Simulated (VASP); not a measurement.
Here is a VASP 6.6.1 calculation.

Contents of INCAR:

```
SYSTEM = BeSe
ALGO = Fast ; EDIFF = 1E-7
EDIFFG = -0.005 ; ENCUT = 600
GGA = PE ; IBRION = 2
ISIF = 3 ; ISMEAR = -1
LASPH = .True. ; LCHARG = .False.
LREAL = .False. ; LWAVE = .False.
NELM = 100 ; NSW = 100
PREC = Accurate ; SIGMA = 0.02
```

File KPOINTS:

```
k-points
0
Gamma
  8 8 8
  0 0 0
```

The input POSCAR:

```
BeSe
1.0
    0.0000000000      2.5093921886      2.5093921886
    2.5093921886      0.0000000000      2.5093921886
    2.5093921886      2.5093921886      0.0000000000
Be Se
1 1
Direct
    0.0000000000      0.0000000000      0.0000000000
    0.2500000000      0.2500000000      0.2500000000
```

Potentials or basis: VASP PAW PBE potentials, release 64 (Be, Se).

Run with:

```bash
$ cat potpaw_PBE.64/Be/POTCAR potpaw_PBE.64/Se/POTCAR > POTCAR
$ mpirun -np 1 vasp_std > vasp.out
```

Question: What does it give for the relaxed volume?

Answer: 17.39 Å³/atom.

Question: Estimate the band gap on the k mesh.

Answer: 2.67 eV, indirect (least direct gap 4.21 eV).

Step by step:
| step | energy change (eV) | largest force (eV/Å) | pressure (GPa) | volume (Å³) |
| --- | --- | --- | --- | --- |
| 1 | 0.0000 | 0.0000 | 8.69 | 31.60 |
| 2 | -0.0745 | 0.0000 | -1.83 | 35.69 |
| 3 | -0.0798 | 0.0000 | 0.03 | 34.77 |

A k mesh can miss the band edges. PBE usually gives volumes a little too large and moduli too small.
